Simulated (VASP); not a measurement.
# Zr (P6_3/mmc) in VASP: a series of runs, part 2 of 2

VASP 6.6.1. Earlier steps stand in the parts before.

## 3. Relaxation of shape and atoms at fixed volume, PBE (a relaxed cell with its volume scaled by 0.94)

INCAR

```
PREC = Accurate
ENCUT = 300
EDIFF = 1E-7
ISMEAR = 1
SIGMA = 0.1
LREAL = False
LASPH = True
NELM = 80
ALGO = Normal
ISIF = 4
LWAVE = False
LCHARG = False
GGA = PE
IBRION = 2
NSW = 40
EDIFFG = -0.01
```

KPOINTS

```
regular mesh
0
Gamma
  8 8 4
```

POSCAR

```
Zr                                      
1.0
    3.1676372089      0.0000000000      0.0000000000
   -1.5838186044      2.7432542928      0.0000000000
    0.0000000000      0.0000000000      5.0459790869
  Zr            
     2
Direct
     0.3333333332999970    0.6666666667000030    0.2500000000000000
     0.6666666667000030    0.3333333332999970    0.7500000000000000
```

Potentials or basis: VASP PAW PBE potentials, release 64 (Zr_sv).

Started as:

```sh
> cat potpaw_PBE.64/Zr_sv/POTCAR > POTCAR
> mpirun -np 1 vasp_std > vasp.out
```

OUTCAR:

```text
PREC = Accurate
   ENCUT = 300
   EDIFF = 1E-7
   ISMEAR = 1
   LREAL = False
   LASPH = True
   NELM = 80
   ISIF = 4
   GGA = PE
   IBRION = 2
   NSW = 40
   EDIFFG = -0.01

 ion  position               nearest neighbor table
   1  0.333  0.667  0.250-   2 3.12   2 3.12   2 3.12   2 3.12   2 3.12   2 3.12
   2  0.667  0.333  0.750-   1 3.12   1 3.12   1 3.12   1 3.12   1 3.12   1 3.12

  LATTYP: Found a hexagonal cell.
 ALAT       =     3.1676372089
 C/A-ratio  =     1.5929788527
[... 681 lines left out ...]
      3     -17.4689      2.00000
      4     -17.4689      2.00000
      5     -16.7743      2.00000
      6     -16.7743      2.00000
[... 8 lines left out ...]
     15      11.9782      0.00000
     16      11.9782      0.00000

 [... further k-points ...]
[... 5 lines left out ...]
  --------------------------------------------------------------------------------------
  -------------------------------------------------------------------------------------
  Total        1.8332073      1.8332073      1.8577110      0.0000000      0.0000000      0.0000000
  in kB       66.9846373     66.9846373     67.8799943      0.0000000      0.0000000      0.0000000
  external PRESSURE =      67.2830896 kB  Pullay stress =       0.0000000 kB

 VOLUME and BASIS-vectors are now :
 -----------------------------------------------------------------------------
  energy-cutoff  :      300.00
  volume of cell :       43.85
      direct lattice vectors                 reciprocal lattice vectors
     3.164780354  0.000000000  0.000000000     0.315977695  0.182429807  0.000000000
    -1.582390177  2.740780184  0.000000000    -0.000000000  0.364859614  0.000000000
     0.000000000 -0.000000000  5.055093235     0.000000000  0.000000000  0.197820288

 POSITION                                       TOTAL-FORCE (eV/Angst)
 -----------------------------------------------------------------------------------
     -0.00000      1.82719      1.26377        -0.000000     -0.000000      0.000000
      1.58239      0.91359      3.79132         0.000000      0.000000      0.000000
 -----------------------------------------------------------------------------------
    total drift:                                0.000000     -0.000000      0.000000

  FREE ENERGIE OF THE ION-ELECTRON SYSTEM (eV)
  ---------------------------------------------------
  free  energy   TOTEN  =       -16.9606584997 eV

  energy  without entropy=      -16.9608125513  energy(sigma->0) =      -16.96070985

 reached required accuracy - stopping structural energy minimisation
```

CONTCAR:

```text
Zr
   1.00000000000000
     3.1647803537109160    0.0000000000025167    0.0000000000000000
    -1.5823901768033235    2.7407801836231385    0.0000000000000000
     0.0000000000000000   -0.0000000000000000    5.0550932347778170
  Zr
     2
Direct
     0.3333333332999970    0.6666666667000030    0.2500000000000000
     0.6666666667000030    0.3333333332999970    0.7500000000000000

  0.00000000E+00  0.00000000E+00  0.00000000E+00
  0.00000000E+00  0.00000000E+00  0.00000000E+00
```

Wall time 17 s (1 thread of Intel Xeon Platinum 8559C (Emerald Rapids), shared host); peak memory 0.12 GiB.

Results:

- Free energy: -16.9607 eV
- Energy gained by relaxing: 0.1 meV/atom
- Ionic steps: 2
- Pressure after relaxing: 6.7 GPa
- Band gap on the k mesh: none (metal or under the smearing width)

Stress tensor (GPa, compression positive):
```
6.70 0.00 0.00
0.00 6.70 0.00
0.00 0.00 6.79
```

Step by step:
| step | energy change (eV) | largest force (eV/Å) | pressure (GPa) |
| --- | --- | --- | --- |
| 1 | 0.0000 | 0.0000 | 6.74 |
| 2 | -0.0001 | 0.0000 | 6.73 |

Final structure:
```cif
data_structure
_symmetry_space_group_name_H-M 'P 1'
_symmetry_Int_Tables_number 1
_cell_length_a 3.1648
_cell_length_b 3.1648
_cell_length_c 5.0551
_cell_angle_alpha 90.000
_cell_angle_beta 90.000
_cell_angle_gamma 120.000
_cell_volume 43.85
loop_
_atom_site_label
_atom_site_type_symbol
_atom_site_fract_x
_atom_site_fract_y
_atom_site_fract_z
_atom_site_occupancy
Zr1 Zr 0.33333 0.66667 0.25000 1
Zr2 Zr 0.66667 0.33333 0.75000 1
```
